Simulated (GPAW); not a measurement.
# GaP (F-43m) in GPAW: notebook

The runs below take GaP through band structure, equation of state, with LDA, PBE, MS2, PW91, RPBE+D3.

Everything below comes from runs of GPAW 26.7.0. Logs are shortened: lines on timing, memory, paths and dates and some standing lists are left out, and cuts for length are marked. The log counts tension as positive stress, the text compression.

**Experimental background.**

“Stacking defects in GaP nanowires: Electronic structure and optical properties”, 2018, arxiv:1810.01194 quotes, for a bulk crystal of GaP at 10 K: band gap 2.34 eV (indirect).

From “Phosphorous dimerization in GaP at high pressure”, 2017, arxiv:1709.06667, for a bulk crystal of GaP: bulk modulus 87.5 ± 0.6 GPa.

The runs below are set against these values where they give the same quantity.

## Step 1: The crystal as given

The structure is cubic, space group F-43m (No. 216). Conventional cell: a = 5.451 Å, b = 5.451 Å, c = 5.451 Å, α = 90.00°, β = 90.00°, γ = 90.00°. Ga (site symmetry -43m) is surrounded by 4 P at 2.36 Å. P (site symmetry -43m) is surrounded by 4 Ga at 2.36 Å.

## Step 2: Band structure, LDA, non-collinear spin, zero start, spin-orbit coupling

The input, run.py:

```python
from ase.dft.bandgap import bandgap
from ase.io import read, write
from gpaw import GPAW, PW

atoms = read('POSCAR')

calc = GPAW(mode=PW(600),
            xc='LDA',
            kpts={'size': (4, 4, 4), 'gamma': True},
            occupations={'name': 'fermi-dirac', 'width': 0.05},
            magmoms=[[0.0, 0.0, 0.0], [0.0, 0.0, 0.0]],
            soc=True,
            symmetry='off',
            nbands=18,
            convergence={'density': 1e-05, 'energy': 1e-05},
            maxiter=150,
            txt='gpaw.txt')
atoms.calc = calc
energy = atoms.get_potential_energy()
forces = atoms.get_forces()
calc.write('gs.gpw')
write('result.traj', atoms)
print(f'Energy: {energy:.6f} eV')
print('Forces (eV/A):')
print(forces.round(4))
print('Moments:')
print(calc.get_non_collinear_magnetic_moments().round(3))
print('Fermi level:', round(calc.get_fermi_level(), 4), 'eV')
print(f'Gap: {bandgap(calc)[0]:.4f} eV, direct: {bandgap(calc, direct=True)[0]:.4f} eV')

path = atoms.cell.bandpath('GXWKGLUWLK,UX', npoints=60, eps=1e-4)
bs_calc = calc.fixed_density(kpts=path, symmetry='off', nbands=37,
                             convergence={'bands': 'CBM+6.0', 'eigenstates': 1e-6}, txt='bands.txt')
bs = bs_calc.band_structure()
bs.write('bs.json')
print(f'Gap on the path: {bandgap(bs_calc)[0]:.4f} eV')
```

The input, POSCAR:

```
GaP
1.0
    0.0000000000      2.7252500000      2.7252500000
    2.7252500000      0.0000000000      2.7252500000
    2.7252500000      2.7252500000      0.0000000000
Ga P
1 1
Direct
    0.0000000000      0.0000000000      0.0000000000
    0.7500000000      0.7500000000      0.7500000000
```

Potentials or basis: the program's PAW data sets (release 1.2.1) made for this functional, pw.

Started as:

```sh
> OMP_NUM_THREADS=1 python run.py
```

gpaw.txt:

```text
__  _  _
 | _ |_)|_||  |
 |__||  | ||/\| - 26.7.0

Input parameters:
  mode=PW(ecut=600.0),
  convergence={'density': 1e-05, 'energy': 1e-05},
  kpts=MonkhorstPack(size=(4, 4, 4), gamma=True),
  magmoms=array([[0., 0., 0.],
         [0., 0., 0.]]),
  maxiter=150,
  nbands=18,
  occupations=Occupations(name='fermi-dirac', width=0.05),
  soc=True,
  symmetry=Symmetry(point_group=False, time_reversal=False),
  xc=XC(name='LDA')

Diagonalizing LCAO Hamiltonian
Converting LCAO to pw mode

                    P

       Ga

Atoms  # Å, Bohr magnetons
|   | symbol |        x |        y |        z |    initial magnetic moments |
|---|--------|----------|----------|----------|-----------------------------|
| 0 |     Ga | 0.000000 | 0.000000 | 0.000000 | ( 0.0000,  0.0000,  0.0000) |
| 1 |      P | 4.087875 | 4.087875 | 4.087875 | ( 0.0000,  0.0000,  0.0000) |

Unit cell  # Å
| periodic |        x |        y |        z |  lengths |    angles |
|----------|----------|----------|----------|----------|-----------|
|      yes | 0.000000 | 2.725250 | 2.725250 | 3.854086 | 60.000000 |
|      yes | 2.725250 | 0.000000 | 2.725250 | 3.854086 | 60.000000 |
|      yes | 2.725250 | 2.725250 | 0.000000 | 3.854086 | 60.000000 |

Number of symmetries: 1
Symmetry operations  # r_c * U_cc + t_c -> r_c
|   | kind |            matrix            |
|---|------|------------------------------|
| 0 |  E   |  1, 0, 0,  0, 1, 0,  0, 0, 1 |

BZ-sampling:
  Number of BZ points: 64
  Number of IBZ points: 64

  Monkhorst-Pack size: [4, 4, 4]
  Monkhorst-Pack shift: [0.125, 0.125, 0.125]

K-points  # in reciprocal-cell coordinates
|     |                                coordinates |     weight |
|-----|--------------------------------------------|------------|
|   0 | ( -0.25000000,  -0.25000000,  -0.25000000) | 0.01562500 |
|   1 | ( -0.25000000,  -0.25000000,   0.00000000) | 0.01562500 |
|   2 | ( -0.25000000,  -0.25000000,   0.25000000) | 0.01562500 |
|   3 | ( -0.25000000,  -0.25000000,   0.50000000) | 0.01562500 |
|   4 | ( -0.25000000,   0.00000000,  -0.25000000) | 0.01562500 |
|   5 | ( -0.25000000,   0.00000000,   0.00000000) | 0.01562500 |
|   6 | ( -0.25000000,   0.00000000,   0.25000000) | 0.01562500 |
|   7 | ( -0.25000000,   0.00000000,   0.50000000) | 0.01562500 |
|   8 | ( -0.25000000,   0.25000000,  -0.25000000) | 0.01562500 |
|   9 | ( -0.25000000,   0.25000000,   0.00000000) | 0.01562500 |
| ... |                                            |            |
|  63 | (  0.50000000,   0.50000000,   0.50000000) | 0.01562500 |

Plane wave coefficients: 1363
Cutoff: 600.0 eV

Spin-components: 4 (non-collinear spins)
Bands:           36
Projectors:      10
Spin-degeneracy: 1
Datatype:        complex128

Parallelization:
  kpt:    1
  domain: 1
  band:   1

Density:
  Valence electrons: 8.0
  Components: 4
  Grid points: [24 24 24]
  Charge: 0.0  # |e|

Potential:
  Grid points: [24 24 24]

species:
  Ga:
    name:    Gallium
    Z:       31.0
    valence: 3
    core:    28
    charge:  0.0  # [|e|]
    compensation charges:
      type: gauss
      rc: 0.37  # [Å]
      lmax: 2
    cutoffs:
      filter: 2.06  # [Å]
      core: 4.17  # [Å]
    projectors
    | kind |    occ | energy [eV] | rcut [Å] |
    |------|--------|-------------|----------|
    |   4s |  2.000 |      -9.167 |    1.164 |
    |   4p |  1.000 |      -2.734 |    1.164 |
    |    s |        |      18.045 |    1.164 |
    |    p |        |      24.478 |    1.164 |
    |    d |        |       0.000 |    1.164 |

    Using partial waves for Ga as LCAO basis

  P:
    name:    Phosphorus
    Z:       15.0
    valence: 5
    core:    10
    charge:  0.0  # [|e|]
    compensation charges:
      type: gauss
      rc: 0.30  # [Å]
      lmax: 2
    cutoffs:
      filter: 1.69  # [Å]
      core: 1.81  # [Å]
    projectors
    | kind |    occ | energy [eV] | rcut [Å] |
    |------|--------|-------------|----------|
    |   3s |  2.000 |     -14.015 |    0.953 |
    |   3p |  3.000 |      -5.596 |    0.953 |
    |    s |        |      13.197 |    0.953 |
    |    p |        |      21.615 |    0.953 |
    |    d |        |       0.000 |    0.953 |

    Using partial waves for P as LCAO basis

Reference energy: -62080.661910  # eV

eigensolver:
  PPCG
  Converge bands: occupied
  niter=2

density mixing:
  MSR1-Mixer
  Pratt-step length: 0.05
  Maximum mixing coefficient: 0.75
  Old densities: 10
  SVD Regularization: 0.005
  Good broyden scale: 1.0
  Trust region scale: 1.0
  Backstep threshold: 4.0
  History deletion threshold: 6.0
  Fourier metric: weight=20.0, sigma=0.015

occupation numbers:
  Fermi-Dirac:
    width: 0.0500  # eV

poisson solver:
  ecut: 4800.0  # eV

xc functional:
  name: None

convergence criteria:
- Maximum integral of absolute [dens]ity change: 1e-05 electrons / valence electron
- Maximum [total energy] change in last 3 cyles: 1e-05 eV / valence electron
- Maximum integral of absolute [eigenst]ate change: 4e-08 eV^2 / valence electron
maximum number of iterations: 150

SCF iterations
|iter     | |      energy | eigst |  dens |
|---------|-|-------------|-------|-------|
|iter:   1| |  -10.440580 | +0.24 |       | +0.0,+0.0,+0.0|
|iter:   2| |  -10.417307 | -2.23 | -0.83 | +0.0,-0.0,-0.0|
|iter:   3| |  -10.214887 | -2.26 | -0.86 | -0.0,+0.0,+0.0|
|iter:   4| |  -10.214283 | -4.15 | -1.61 | -0.0,+0.0,+0.0|
|iter:   5| |  -10.214292 | -5.14 | -2.05 | -0.0,+0.0,+0.0|
|iter:   6| |  -10.214295c| -6.78 | -2.98 | -0.0,+0.0,+0.0|
|iter:   7| |  -10.214295c| -7.79c| -3.45 | -0.0,-0.0,+0.0|
|iter:   8| |  -10.214295c| -8.71c| -4.36 | -0.0,-0.0,+0.0|
|iter:   9| |  -10.214295c| -9.23c| -4.74 | -0.0,-0.0,+0.0|
|iter:  10| |  -10.214295c|-10.32c| -5.52c| -0.0,-0.0,+0.0|

Converged in 10 steps
Energy contributions relative to reference atoms: (reference = -62080.661910)

Energy contributions:
  Kinetic:          24.496367
  Coulomb:         -21.442415
  Zero:              0.014106
  External:          0.000000
  Xc:              -13.274504
  Entropy:          -0.000000
  Spinorbit:        -0.007849
  ----------------------------
  Free energy:     -10.214295
  Extrapolated:    -10.214295

dipole moment: (-10.906128, -10.906128, -10.906128)  # |e|*Ang

Total magnetic moment: (-0.000000, -0.000000, 0.000000)

Local magnetic moments
|         x |         y |        z |
|-----------|-----------|----------|
|  0.000000 |  0.000000 | 0.000000 |  # Ga   0
| -0.000000 | -0.000000 | 0.000000 |  # P    1

Fermi level: 5.494
Eigenvalues  # (at kpt = [-0.250, -0.250, -0.250])
| band index |      eig [eV] | occ [0-1] |
|------------|---------------|-----------|
|          0 |        -7.013 |     1.000 |
|          1 |        -7.013 |     1.000 |
|          2 |         0.801 |     1.000 |
|          3 |         0.801 |     1.000 |
|          4 |         4.049 |     1.000 |
|          5 |         4.049 |     1.000 |
[... 8 lines left out ...]
|         14 |        10.984 |     0.000 |
|         15 |        10.984 |     0.000 |
|        ... |               |           |
|         35 |        25.033 |     0.000 |

Gap: 1.441 eV
Transition (v -> c):
  (s=0, k=21, n=7, [0.00, 0.00, 0.00]) -> (s=0, k=61, n=8, [0.50, 0.50, 0.00])
Direct/indirect transitions are different
Direct gap: 1.639 eV
Transition at: (s=0, k=21, n=7, [0.00, 0.00, 0.00])

Forces  # eV/Ang
|        x |        y |        z |
|----------|----------|----------|
|  0.00000 | -0.00000 | -0.00000 |  # Ga   0
| -0.00000 | -0.00000 |  0.00000 |  # P    1

# Writing to gs.gpw (mode='')
```

It took 10 min on 1 thread of Arm Neoverse N1, shared host; peak memory 0.51 GiB.

Results:

| Quantity | Value |
| --- | --- |
| Free energy | -10.2143 eV |
| Band gap on the k mesh | 1.44 eV, indirect (least direct gap 1.64 eV) |
| Band gap along the path | 1.39 eV, indirect (least direct gap 1.64 eV) |
| Net moment | 0.00 μB per cell |

Levels at the corners of the path, in eV from the valence-band top:
| point | band 4 | band 5 | band 6 | band 7 | band 8 | band 9 | band 10 | band 11 | band 12 | band 13 |
| --- | --- | --- | --- | --- | --- | --- | --- | --- | --- | --- |
| Γ | -0.10 | 0.00 | 0.00 | 0.00 | 0.00 | 1.64 | 1.64 | 3.65 | 3.65 | 3.83 |
| X | -6.88 | -2.75 | -2.75 | -2.72 | -2.72 | 1.44 | 1.44 | 1.65 | 1.65 | 10.39 |
| W | -6.65 | -3.70 | -3.67 | -3.53 | -3.48 | 4.57 | 4.57 | 4.76 | 4.79 | 5.88 |
| K | -6.65 | -4.05 | -4.03 | -2.31 | -2.31 | 2.00 | 2.01 | 4.67 | 4.68 | 8.09 |
| Γ | -0.10 | 0.00 | 0.00 | 0.00 | 0.00 | 1.64 | 1.64 | 3.65 | 3.65 | 3.83 |
| L | -6.74 | -1.20 | -1.20 | -1.12 | -1.12 | 1.50 | 1.50 | 4.57 | 4.57 | 4.63 |
| U | -6.65 | -4.05 | -4.03 | -2.31 | -2.31 | 2.00 | 2.01 | 4.67 | 4.68 | 8.09 |
| W | -6.65 | -3.70 | -3.67 | -3.53 | -3.48 | 4.57 | 4.57 | 4.76 | 4.79 | 5.88 |
| L | -6.74 | -1.20 | -1.20 | -1.12 | -1.12 | 1.50 | 1.50 | 4.57 | 4.57 | 4.63 |
| K | -6.65 | -4.05 | -4.03 | -2.31 | -2.31 | 2.00 | 2.01 | 4.67 | 4.68 | 8.09 |
| U | -6.65 | -4.05 | -4.03 | -2.31 | -2.31 | 2.00 | 2.01 | 4.67 | 4.68 | 8.09 |
| X | -6.88 | -2.75 | -2.75 | -2.72 | -2.72 | 1.44 | 1.44 | 1.65 | 1.65 | 10.39 |

Moments on the atoms (μB; x, y, z):
```
Ga  0.00 0.00 0.00
P   0.00 0.00 0.00
```

Caveat: the k mesh is coarse (spacing up to 0.50 Å⁻¹), so the values aren't converged; this program's spin-orbit splittings come out too wide for heavy elements. A hybrid or GW would open this gap; LDA tends to underestimate it.

## Step 3: Band structure, PBE

The input, run.py:

```python
from ase.dft.bandgap import bandgap
from ase.io import write
from ase.spacegroup import crystal
from gpaw import GPAW

# Ga 4a
# P 4c
atoms = crystal(['Ga', 'P'],
                basis=[[0.0, 0.0, 0.0],
                       [0.25, 0.25, 0.25]],
                spacegroup=216, setting=1,  # F-43m
                cellpar=[5.4505, 5.4505, 5.4505, 90.0, 90.0, 90.0],
                primitive_cell=True)

calc = GPAW(mode='fd',
            h=0.16,
            xc='PBE',
            kpts={'size': (8, 8, 8), 'gamma': True},
            occupations={'name': 'fermi-dirac', 'width': 0.05},
            nbands=11,
            convergence={'density': 1e-05, 'energy': 1e-05},
            maxiter=150,
            txt='gpaw.txt')
atoms.calc = calc
energy = atoms.get_potential_energy()
forces = atoms.get_forces()
calc.write('gs.gpw')
write('result.traj', atoms)
print(f'Energy: {energy:.6f} eV')
print('Forces (eV/A):')
print(forces.round(4))
print('Fermi level:', round(calc.get_fermi_level(), 4), 'eV')
print(f'Gap: {bandgap(calc)[0]:.4f} eV, direct: {bandgap(calc, direct=True)[0]:.4f} eV')

path = atoms.cell.bandpath('GXWKGLUWLK,UX', npoints=60, eps=1e-4)
bs_calc = calc.fixed_density(kpts=path, symmetry='off', nbands=21,
                             convergence={'bands': 'CBM+6.0', 'eigenstates': 1e-6}, txt='bands.txt')
bs = bs_calc.band_structure()
bs.write('bs.json')
print(f'Gap on the path: {bandgap(bs_calc)[0]:.4f} eV')
```

Potentials or basis: GPAW PAW data sets (gpaw-data 1.2.1), fd.

Started as:

```sh
> OMP_NUM_THREADS=1 python run.py
```

Wall time 2.3 min (1 thread of Arm Neoverse N1, shared host); peak memory 0.48 GiB.

Results (log left out):

- Free energy: -9.0320 eV
- Band gap on the k mesh: 1.67 eV, indirect (least direct gap 1.89 eV)
- Band gap along the path: 1.62 eV, indirect (least direct gap 1.89 eV)

Levels at the corners of the path, in eV from the valence-band top:
```tsv
point	band 1	band 2	band 3	band 4	band 5	band 6	band 7	band 8
Γ	-12.46	0.00	0.00	0.00	1.89	3.93	3.93	3.93
X	-9.66	-6.72	-2.66	-2.66	1.67	1.85	10.64	10.64
W	-9.59	-6.49	-3.59	-3.40	4.73	4.92	6.16	6.18
K	-9.71	-6.50	-3.93	-2.24	2.22	4.84	8.28	8.30
Γ	-12.46	0.00	0.00	0.00	1.89	3.93	3.93	3.93
L	-10.54	-6.60	-1.11	-1.11	1.73	4.75	4.75	8.32
U	-9.71	-6.50	-3.93	-2.24	2.22	4.84	8.28	8.30
W	-9.59	-6.49	-3.59	-3.40	4.73	4.92	6.16	6.18
L	-10.54	-6.60	-1.11	-1.11	1.73	4.75	4.75	8.32
K	-9.71	-6.50	-3.93	-2.24	2.22	4.84	8.28	8.30
U	-9.71	-6.50	-3.93	-2.24	2.22	4.84	8.28	8.30
X	-9.66	-6.72	-2.66	-2.66	1.67	1.85	10.64	10.64
```

Caveat: the real-space grid adds noise to forces.

(Continued in part 2 of 2.)
